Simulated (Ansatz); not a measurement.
## KBr under changes of volume

One of the cells (35.937 Å³/atom); the others are scaled copies at fixed shape and fractional positions:

```
CELL_PARAMETERS angstrom
0.00000 3.30000 3.30000
3.30000 0.00000 3.30000
3.30000 3.30000 0.00000
ATOMIC_POSITIONS crystal
Br 0.50000 0.50000 0.50000
K 0.00000 0.00000 0.00000
```

| Quantity | Value |
| --- | --- |
| Program | Ansatz 0.2.0 |
| Functional | r2SCAN |
| Potentials or basis | Ansatz PAW |
| Cutoff | 500 eV (not typed: the program's choice for these potentials) |
| k mesh | 7 × 7 × 7 |
| Occupations | fermi-dirac, width 0.05 eV |
| Spin | no spin polarisation |

| volume (Å³/atom) | energy over the lowest point (meV/atom) | pressure (GPa) | gap on the mesh (eV) |
| --- | --- | --- | --- |
| 33.781 | ? | ? | ? |
| 34.500 | 3.75 | 0.8 | 5.20 |
| 35.218 | 1.06 | 0.4 | 5.14 |
| 35.937 | 0.00 | 0.1 | 5.08 |
| 36.656 | 0.41 | -0.2 | 5.02 |
| 37.374 | 2.10 | -0.5 | 4.97 |
| 38.093 | 4.95 | -0.8 | 4.92 |

**Question.** What does the run at 33.781 Å³/atom give?

**Answer.** Energy over the lowest point 8.30 meV/atom; pressure 1.2 GPa; gap on the mesh 5.26 eV.

Worked out: A Birch-Murnaghan fit of order 3 (a polynomial in V^(-2/3)) to the other rows has its minimum at 36.08 Å³/atom with B0 = V·E''(V) = 15.9 GPa and B' = 4.9. It gives 8.29 meV/atom at 33.781 Å³/atom, against the run's 8.30, and -dE/dV = 1.2 GPa, against 1.2. A straight line through the other rows of the gap, of slope -2.84 eV per unit of ln V (its deformation potential), extrapolates to 5.26 eV, against the run's 5.26.

Energies are extrapolated to zero smearing.

Caveats: odd divisions of the mesh miss points on the zone boundary, where band edges often lie, so the gap on the mesh can be too wide; the PAW data sets come from PBE, with cores solved anew for the run's functional, which leaves a small shift of forces and pressure.

A mesh can miss the band edges. Spin-orbit coupling on Br is left out.
